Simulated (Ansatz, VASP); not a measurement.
# One calculation of Pb, two programs

```xyz
2
Lattice="0.0000 3.1943 5.0280 1.8442 0.0000 5.0280 1.8442 3.1943 0.0000" Properties=species:S:1:pos:R:3 pbc="T T T"
Pb    1.8442    1.0648    5.0280
Pb    1.8442    5.3239    5.0280
```

Alike in both runs: task single point; functional PBEsol; k mesh 6 × 6 × 6; occupations gaussian, width 0.1 eV; no spin polarisation.

|  | VASP | Ansatz |
| --- | --- | --- |
| version | VASP 6.6.1 | Ansatz 0.2.0 |
| potentials or method | VASP PAW PBE potentials, release 64 (Pb_d) | scalar-relativistic, plane waves, PAW |
| plane-wave cutoff (eV) | 520 | 420 |
| valence electrons in the cell | 28 | 28 |

Ansatz gave:

| Quantity | Value |
| --- | --- |
| gap on the k mesh at the Fermi level (eV) | none |
| pressure (GPa) | 121.5 |
| largest component of the traceless stress (GPa) | 122.43 |
| rms of the force components (eV/Å) | 0.034 |

**Question.** Estimate VASP's values.

**Answer.** gap on the k mesh at the Fermi level (eV): none; pressure (GPa): 121.8; largest component of the traceless stress (GPa): 122.77; rms of the force components (eV/Å): 0.034.

Atom by atom the forces differ by 0.000 eV/Å (rms over components). A gap of «none» marks a metal or a gap that the smearing closes.

Caveats: the cell as given lies far from equilibrium; so large a pressure means that the cell lies far from this level's equilibrium, or that cutoff or potentials fall short (VASP); the potentials were made for another functional, which shifts forces and pressure (VASP). Spin-orbit coupling is left out, which matters for the levels of Pb.
